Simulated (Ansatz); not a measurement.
# HfN: from a guess to a relaxed structure, part 2 of 2

Aim: relax a trial structure of HfN and see where it ends.

Ansatz 0.2.0; DFT PBE, scalar-relativistic, plane waves, PAW. The steps go on from the part before.

## Step 4: Relaxation on the finer mesh

The end of the coarse run is made exact in the group found at a tolerance of 0.06 Å and reduced to its primitive cell.

Input file input.yaml:

```yaml
crystal:
  lattice:
    - [3.1549417537, 0.0, 0.0]
    - [-1.5774708768, 2.7322597062, 0.0]
    - [0.0, 0.0, 5.4667881991]
  atoms:
    - { symbol: Hf, position: [0.6666666667, 0.3333333333, 0.75] }
    - { symbol: Hf, position: [0.3333333333, 0.6666666667, 0.25] }
    - { symbol: "N", position: [0.0, 0.0, 0.0] }
    - { symbol: "N", position: [0.0, 0.0, 0.5] }
basis:
  ecutwfc: 420
kpoints:
  mp_grid: { grid: [18, 18, 8] }
hamiltonian:
  xc: pbe
scf:
  occupations: { method: gaussian, width: 0.1 }
output:
  forces: true
  stress: true
  eigenvalues: true
relax:
  adjacent_minimum: "off"
  f_tol: 0.01
  max_steps: 80
  cell: { stress_tol: 0.05 }
```

Command:

```bash
ansatz run input.yaml --threads 1 --pin off --max-ram 2560MiB --backend cpu --events-out ev --progress --plain --runs-dir out
```

Standard output, shortened:

```text
Warning: RAYON_NUM_THREADS=1 ignored (pool sized by the plan → 1); use --threads N
[...]
Pseudopotentials: kind: paw
Pseudopotential: Hf, paw, valence charge 26, recommended cutoff 420 eV (normal), Hf.paw.azcp
Pseudopotential: N, paw, valence charge 5, recommended cutoff 420 eV (normal), N.paw.azcp
Functional definition: PBE
[...]
Crystal: 4 atoms, lattice volume = 47.124 Å³
Basis set: ecut = 420 eV, 895 PW (Γ), exchange–correlation on 48×48×80 points (8 copies of the dense FFT grid, shifted against one another)
Bands: 38, of which v1, the nominal top of the filled ones, is band 31 counted from 1 (30 counted from 0)
Symmetry: 24 space group operations
Space group: P63/mmc (ITA 194), of the structure as read, at distance tolerance 3.6e-5 Å
k-points: 185 of 2592
[...]
SCF iter   1: F=—  HF=-32217.297039 eV  |F-HF|=—  |Δ(HF+E_count)|=         —  Δρ=7.56e-3  dr2=2.62e-2  ethr=1.77e-3  ⟨swp⟩=5.0  Hψ=22305  notcnv=0  defer=8
[...]
--- Stress (GPa, compression-positive) ---
        0.033723       0.000000       0.000000
        0.000000       0.033723       0.000000
        0.000000       0.000000      -0.028275
  P = ⅓ Tr σ = 0.0131 GPa (0.131 kbar)
--- Band table (eV; the first three rows and the last of 185) ---
[...]
--- Relaxed structure (3 steps of the walk, 2 accepted, 1 SCFs on fresh bases) ---
  F+E_penalty+E_count = -32217.29172334 eV   max|allowed force component| = 1.180e-16 eV/Å   (the final SCF, on the basis selected at the relaxed cell)
  cell:  # Å, volume = 47.1164 Å³
    - [3.159158775997638, -2.8906028678038263e-11, 0.0]
    - [-1.5795793879737854, 2.73591175461696, 0.0]
    - [0.0, 0.0, 5.451277415819978]
  atoms:
    - { symbol: Hf, position: [0.6666666666666669, 0.33333333333333337, 0.7499999999999999] }
    - { symbol: Hf, position: [0.3333333333333333, 0.6666666666666667, 0.25] }
    - { symbol: N, position: [-2.3594687512644745e-35, -6.608300517100243e-36, -5.733991309026433e-39] }
    - { symbol: N, position: [-2.3036544037127187e-35, -5.5069170976191875e-36, 0.5] }
```

It took 81 s on 1 thread of Arm Neoverse V1, shared host; peak memory 0.49 GiB.

Step by step:

| step | energy from step 1 (eV/cell) | largest force component (eV/Å) | pressure (GPa) | volume (Å³) |
| --- | --- | --- | --- | --- |
| 1 | 0.0000 | 0.0000 | -0.03 | 47.12 |
| 2 | 0.0056 | 0.0000 | -0.27 | 47.17 |
| 3 | -0.0008 | 0.0000 | 0.01 | 47.12 |
| 4 | -0.0008 | 0.0000 | 0.01 | 47.12 |

Step 1 is the start. Step 4 repeats the geometry before it on a plane-wave basis chosen anew for that cell, so its energy need not be comparable with the rows above. Step 2 was tried and not accepted.

|  | before | after | change |
| --- | --- | --- | --- |
| a (Å) | 3.155 | 3.159 | +0.1 % |
| b (Å) | 3.155 | 3.159 | +0.1 % |
| c (Å) | 5.467 | 5.451 | -0.3 % |
| volume (Å³/atom) | 11.78 | 11.78 | 0.0 % |
| shortest distance (Å) | 2.277 | 2.277 | 0.0 % |
| space group (0.01 Å) | P6_3/mmc | P6_3/mmc | same |

Forces and stress were held to the start's 24 operations: a distortion of lower symmetry was not tested.

## Step 5: Changing settings: mp_grid.shift [0.5, 0.5, 0.5], occupations.method tetrahedron, width left out

Input file input.yaml:

```yaml
crystal:
  lattice:
    - [3.159158776, 0.0, 0.0]
    - [-1.579579388, 2.7359117546, 0.0]
    - [0.0, 0.0, 5.4512774158]
  atoms:
    - { symbol: Hf, position: [0.6666666667, 0.3333333333, 0.75] }
    - { symbol: Hf, position: [0.3333333333, 0.6666666667, 0.25] }
    - { symbol: "N", position: [0.0, 0.0, 0.0] }
    - { symbol: "N", position: [0.0, 0.0, 0.5] }
basis:
  ecutwfc: 420
kpoints:
  mp_grid: { grid: [18, 18, 8], shift: [0.5, 0.5, 0.5] }
hamiltonian:
  xc: pbe
scf:
  occupations: { method: tetrahedron }
output:
  forces: true
  eigenvalues: true
  stress: true
```

Command:

```bash
ansatz run input.yaml --threads 1 --pin off --max-ram 2560MiB --backend cpu --events-out ev --progress --plain --runs-dir out
```

Standard output, shortened:

```text
Warning: output.forces, output.stress, relax.cell or npt_langevin: where a Kohn–Sham band that disperses or a degenerate level is filled in part under the method tetrahedron, the forces or the stress that this run publishes need not agree with its energy (scf.occupations.method in the [...]
Warning: crystal.symmetry: narrowed to the stabiliser of the k-point mesh — unitary ops 24 → 8; excluded 16 operations that carry a point of the 18×18×8 mesh (shift [0.5, 0.5, 0.5]) off the mesh (the run samples exactly the mesh kpoints.mp_grid names, as under crystal.symmetry.detect: [...]
Warning: RAYON_NUM_THREADS=1 ignored (pool sized by the plan → 1); use --threads N
[...]
[... 4 set-up lines as earlier in the session ...]
[...]
Crystal: 4 atoms, lattice volume = 47.116 Å³
Basis set: ecut = 420 eV, 895 PW (Γ), exchange–correlation on 48×48×80 points (8 copies of the dense FFT grid, shifted against one another)
Bands: 38, of which v1, the nominal top of the filled ones, is band 31 counted from 1 (30 counted from 0)
Symmetry: 8 space group operations
k-points: 360 of 2592
[...]
SCF iter   1: F=—  HF=-32217.289548 eV  |F-HF|=—  |Δ(HF+E_count)|=         —  Δρ=7.53e-3  dr2=2.60e-2  ethr=1.77e-3  ⟨swp⟩=5.4  Hψ=44372  notcnv=0
[...]
SCF iter   8: F=-32217.283555 eV  HF=-32217.283555 eV  |F-HF|=1.14e-9  |Δ(HF+E_count)|=   1.23e-7  Δρ=3.91e-6  dr2=4.36e-9  ethr=7.73e-11  ⟨swp⟩=5.2  Hψ=54742  notcnv=0
[...]
SCF converged after 8 iterations
Stability not checked: this state was not tested for a lower state beside it, because cold or Methfessel-Paxton smearing, or corrected tetrahedra, fill the levels in a way that the test cannot read (fill_not_monotonic; see scf.lower_state_search)
Free energy (F): -32217.283555 eV
[...]
E sigma→0 (E₀):  -32217.283555 eV
Fermi energy:    22.942676 eV
[...]
--- Forces (eV/Å), atoms counted from 1 ---
  atom   1  Hf    -0.00064621     0.00037309     0.00000000
  atom   2  Hf     0.00064621    -0.00037309    -0.00000000
  atom   3  N      0.00000000    -0.00000000    -0.00000000
  atom   4  N     -0.00000000    -0.00000000     0.00000000
[...]
--- Stress (GPa, compression-positive) ---
        0.067650       0.004605       0.000000
        0.004605       0.072968      -0.000000
        0.000000      -0.000000      -0.175741
  P = ⅓ Tr σ = -0.0117 GPa (-0.117 kbar)
--- Band table (eV; the first three rows and the last of 360) ---
[...]
```

Wall time 38 s (1 thread of Arm Neoverse V1, shared host); peak memory 0.66 GiB.

| run | ending | energy change | pressure (GPa) | gap (eV) | force (eV/Å) | cycles | time |
| --- | --- | --- | --- | --- | --- | --- | --- |
| step 4 | converged | 0 | 0.0 | 0.00 | 0.00 | - | 81 s |
| variant | converged | +1.7 meV/atom (σ→0) | 0.0 | 0.00 | 0.00 | 8 | 38 s |

Changing the k-point mesh and smearing moves the energy by +1.7 meV/atom (σ→0 values). More than one kind of setting changed, and this run alone doesn't tell their shares apart.

## Step 6: Results

This closing draws on all 2 parts. Changes of volume or cell count from the first structure of part 1.

| quantity | value |
| --- | --- |
| symmetry at the end (tolerance 0.05 Å) | space group P6_3/mmc (No. 194) |
| conventional cell | a = 3.159 Å, b = 3.159 Å, c = 5.451 Å, α = 90.00°, β = 90.00°, γ = 120.00° |
| volume | 11.78 Å³/atom |
| energy over the elements (uncorrected; H, N, O, F and Cl as molecules) | -1.64 eV/atom |
| gap on the mesh | none (metal) |

What this shows: The space group P6_3/mmc (No. 194) is kept, and the volume per atom grows by 2.3 % from the first guess. It lies below the elements, which doesn't yet make it stable: competing phases were not computed in this session. No finished test with a distortion of lower symmetry is shown, so the end may be a saddle point. Spin-orbit coupling is left out for Hf.
